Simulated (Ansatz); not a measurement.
## ZnS — field gradients at the nuclei

The cell is a COD entry, taken as it stands.

```
Zn S
1.0
     3.82270    0.00000    0.00000
    -1.91135    3.31056    0.00000
     0.00000    0.00000    6.26070
Zn S
2 2
Direct
  0.33333 0.66667 0.00000
  0.66667 0.33333 0.50000
  0.33333 0.66667 0.37480
  0.66667 0.33333 0.87480
```

Atom numbers follow the list; atoms alike are taken as one site, whose name carries the number of the first.

Computed with Ansatz: DFT, PBE, plane waves and PAW, scalar-relativistic, 420 eV cutoff, Γ-centred 13×13×7 k-points, Fermi–Dirac smearing 0.02 eV.

V_zz is the principal component of the electric field gradient with the largest magnitude, η = (V_xx − V_yy)/V_zz and C_Q = eQV_zz/h.

⁶⁷Zn: I = 5/2, Q = 122.0 mb; ³³S: I = 3/2, Q = -69.40 mb. Q values from Pyykkö, Mol. Phys. 116, 1328 (2018).

```tsv
site	atoms (order as listed)	first shell	V_zz (10²¹ V/m²)	η	C_Q (MHz)
Zn	1, 2	4 S at 2.34–2.35 Å	0.051	0.00	0.151
S	3, 4	4 Zn at 2.34–2.35 Å	0.22	0.00	-0.374
```

An axis of threefold or higher order runs through Zn and S, so V_zz lies along it and η is zero.
